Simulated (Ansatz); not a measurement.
# Li₂Se at 2.6 GPa (stress–strain coefficients): relaxed-ion elastic tensor

All numbers below come from DFT PBEsol, scalar-relativistic, plane waves, PAW in Ansatz. Plane waves to 420 eV; Γ-centred k mesh 8×8×8; fixed occupations. No spin polarisation.

The cell is fixed (symmetry leaves no force on the atoms) and stands under 2.6 GPa:
```
Se Li
1.0
     0.00000    2.90800    2.90800
     2.90800    0.00000    2.90800
     2.90800    2.90800    0.00000
Se Li
1 2
Direct
  0.00000 0.00000 0.00000
  0.25000 0.25000 0.25000
  0.75000 0.75000 0.75000
```

The cell is the ideal cubic antifluorite prototype.

Problem. Give the relaxed-ion elastic constants (GPa, Voigt order xx yy zz yz xz xy, on the axes of the cell above).

Solution.
```
79.5 27.8 27.8  0.0  0.0  0.0
27.8 79.5 27.8  0.0  0.0  0.0
27.8 27.8 79.5  0.0  0.0  0.0
 0.0  0.0  0.0 32.2  0.0  0.0
 0.0  0.0  0.0  0.0 32.2  0.0
 0.0  0.0  0.0  0.0  0.0 32.2
```

Problem. Is the crystal stable against homogeneous strain?

Solution. Yes: the least eigenvalue of the tensor is 32.2 GPa.

Problem. And the moduli of a polycrystal (Hill averages)?

Solution. B = 45 GPa, G = 29 GPa, E = 73 GPa, ν = 0.23.

Cost: 1 run of about 0.92 core-minutes, on Arm Neoverse N1 (shared hosts).